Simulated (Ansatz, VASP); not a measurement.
# Two plane-wave programs on BN

The input INCAR:

```
PREC     = Accurate       # precision mode
ENCUT    = 520            # plane-wave cutoff, eV
EDIFF    = 1E-6           # SCF threshold, eV
ISMEAR   = -1             # smearing method
SIGMA    = 0.02           # smearing width, eV
LREAL    = F              # projectors in reciprocal space
LASPH    = T              # aspherical terms in the spheres
NELM     = 100            # most SCF steps
ALGO     = Normal         # electronic algorithm
ISIF     = 2              # what is computed and relaxed
LWAVE    = F              # write WAVECAR
LCHARG   = F              # write CHGCAR
GGA      = PE             # functional
IBRION   = 2              # ionic algorithm
NSW      = 80             # ionic steps
EDIFFG   = -0.02          # ionic threshold
```

KPOINTS

```
regular mesh
0
Gamma
  14 14 14
```

File POSCAR:

```
BN
1.0
    0.0000000000      1.8429501765      1.8429501765
    1.8429501765      0.0000000000      1.8429501765
    1.8429501765      1.8429501765      0.0000000000
B N
1 1
Direct
    0.0000000000      0.0000000000      0.0000000000
    0.2500000000      0.2500000000      0.2500000000
```

Input for Ansatz:

```yaml
crystal:
  lattice:
    - [0.0, 1.8429501765, 1.8429501765]
    - [1.8429501765, 0.0, 1.8429501765]
    - [1.8429501765, 1.8429501765, 0.0]
  atoms:
    - { symbol: B, position: [0.0, 0.0, 0.0] }
    - { symbol: "N", position: [0.25, 0.25, 0.25] }
kpoints:
  mp_grid: { grid: [14, 14, 14] }
scf:
  occupations: { method: fermi_dirac, width: 0.02 }
hamiltonian:
  xc: pbe
  pseudopotentials: { kind: paw }
output:
  forces: true
  stress: true
  populations: true
  efg:
    quadrupole_moments_barn: { B: 0.04059, "N": 0.02044 }
    contact_densities: true
  write_density: true
  write_potential: true
  elf: true
  volumetric_format: npy
relax:
  f_tol: 0.02
  max_steps: 60
```

Change from the starting cell: volume scaled by 1.06, ions relaxed.

Alike in both runs: task relaxation of the atoms; functional PBE; k mesh 14 × 14 × 14; occupations fermi-dirac, width 0.02 eV; no spin polarisation.

```csv
,VASP,Ansatz
version,VASP 6.6.1,Ansatz 0.2.0
potentials or method,"VASP PAW PBE potentials, release 64 (B, N)","plane-wave PAW, scalar-relativistic"
plane-wave cutoff (eV),520,420
valence electrons in the cell,8,8
```

Ansatz gave:

| Quantity | Value |
| --- | --- |
| gap on the k mesh at the Fermi level, each at its own relaxed structure (eV) | 4.41 |

Question: What did VASP give for the same quantities?

Answer: gap on the k mesh at the Fermi level, each at its own relaxed structure (eV): 4.40.

Ansatz warned: «stress_scf_threshold_loose».

Caveats: the relaxation stopped at its first step, so nothing moved. A k mesh can miss the band edges.
